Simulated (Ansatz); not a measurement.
Reaction (ligand exchange at a Ge–C bond): `F[C](F)(F)[GeH3]` + `N[SiH3]` → `[SiH3][NH][GeH3]` + trifluoromethane

Computed with Ansatz on PBE0-D4/def2-TZVP structures; ΔE is electronic, products minus reactants. CCSD(T)/CBS is the MP2 limit (def2-TZVPP, def2-QZVPP) plus CCSD(T) − MP2 in def2-TZVPP, frozen cores. This one scheme is used for every species. DFT in def2-TZVPP. HSE06 is defined as in plane-wave codes. For Ge outer-core shells are correlated without core-valence functions, which leaves a few kJ/mol of doubt a bond. Scalar relativity is left out up to krypton.

**Question.** Is it downhill or uphill in electronic energy at CCSD(T)/CBS, and by how much? (Best estimate.)

**Answer.** Ansatz gave: Downhill: ΔE = -0.52 eV.

**Question.** What do these levels give: PBE0-D4, HSE06-D4, CAM-B3LYP-D4, r2SCAN, CAM-B3LYP, CCSD(T)/def2-SVP, HF/def2-TZVPP, MP2/def2-TZVPP, HF/def2-QZVPP, SCS-MP2/def2-QZVPP, HF/CBS(def2), MP2/CBS(def2)? (Estimate.)

**Answer.** Ansatz gave: PBE0-D4 -0.47, HSE06-D4 -0.47, CAM-B3LYP-D4 -0.47, r2SCAN -0.42, CAM-B3LYP -0.45, CCSD(T)/def2-SVP -0.62, HF/def2-TZVPP -0.69, MP2/def2-TZVPP -0.61, HF/def2-QZVPP -0.69, SCS-MP2/def2-QZVPP -0.59, HF/CBS(def2) -0.69, MP2/CBS(def2) -0.56 eV.

Largest T1 diagnostic among the species: 0.012.

Leaving LDA and LC-ωPBE aside and taking each functional with its dispersion term where it has one, the values, not all of them listed here, spread over 0.19 eV, from BHLYP-D4 to PBE-D4. In def2-TZVPP, CCSD(T) changes the Hartree–Fock value by +0.12 eV (the triples alone add +0.02 eV) and MP2 by +0.08 eV. The D4 term adds −0.03 eV with B3LYP and −0.02 eV with PBE0; it sums over pairs of atoms, weighted by their polarisabilities, and B3LYP, whose exchange is more repulsive, gets the larger term.

B3LYP here is the variant with VWN-RPA as its local correlation; programs differ in this.
